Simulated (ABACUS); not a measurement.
MgS (Niningerite):

```
CELL_PARAMETERS angstrom
0.00000 2.60165 2.60165
2.60165 0.00000 2.60165
2.60165 2.60165 0.00000
ATOMIC_POSITIONS crystal
S 0.50000 0.50000 0.50000
Mg 0.00000 0.00000 0.00000
```

Base run:

| Property | Result |
| --- | --- |
| Program | ABACUS 3.10.1 |
| Functional | PBE |
| Potentials or basis | PseudoDojo NC SR 0.4.1 PBE standard |
| Cutoff | 1143 eV |
| Density cutoff | 4572 eV |
| Basis | plane waves |
| k mesh | 9 × 9 × 9 |
| Occupations | fermi-dirac, width 0.05 eV |
| Spin | no spin polarisation |

Its results: band gap on the k mesh 2.92 eV, indirect (least direct gap 3.71 eV); pressure 1.2 GPa.

The run is repeated on the same cell with these changes: cutoff from 1143 eV to 1361 eV; density cutoff from 4572 eV to 5442 eV; basis from plane waves to DZP LCAO (the cutoffs set its grid). What comes out?

Band gap on the k mesh 2.82 eV, indirect (least direct gap 3.77 eV); pressure 2.2 GPa.

Caveats: an odd mesh through Γ misses points on the zone boundary, where band edges often lie; the atomic orbitals were generated for these runs and aren't a published set (some runs); the basis of atomic orbitals isn't converged, which shifts pressures, moduli and gaps (some runs).

Not every run made on this cell is shown here.
